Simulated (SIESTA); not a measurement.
# Al under changes of volume

One of the cells (16.603 Å³/atom); the others are scaled copies at fixed shape and fractional positions:

```
Al
1.0
     0.00000    2.02481    2.02481
     2.02481    0.00000    2.02481
     2.02481    2.02481    0.00000
Al
1
Direct
  0.00000 0.00000 0.00000
```

| Item | Value |
| --- | --- |
| Program | SIESTA 5.4.2 |
| Functional | PBEsol |
| Potentials or basis | PseudoDojo 0.4 standard (PBEsol files) |
| Basis | DZP (energy shift 0.003 Ry) |
| Grid cutoff | 500 Ry |
| Energy shift | 0.003 Ry |
| k mesh | 11 × 11 × 11 |
| Occupations | fermi-dirac, width 0.05 eV |
| Spin | no spin polarisation |

```tsv
volume (Å³/atom)	energy over the lowest point (meV/atom)	pressure (GPa)
15.607	?	?
15.939	1.36	1.6
16.271	0.00	-0.2
16.603	2.31	-1.9
16.935	7.88	-3.4
17.267	16.32	-4.7
17.599	27.30	-5.8
```

What does the run at 15.607 Å³/atom give?

Energy over the lowest point 6.84 meV/atom; pressure 3.7 GPa.

Worked out: A Birch-Murnaghan fit of order 3 (a polynomial in V^(-2/3)) to the other rows has its minimum at 16.22 Å³/atom with B0 = V·E''(V) = 88 GPa and B' = 5.0. It gives 6.88 meV/atom at 15.607 Å³/atom, against the run's 6.84, and -dE/dV = 3.8 GPa, against 3.7.

Energies are extrapolated to zero smearing.

Caveats: the basis of atomic orbitals isn't converged, which shifts pressures, moduli and gaps.
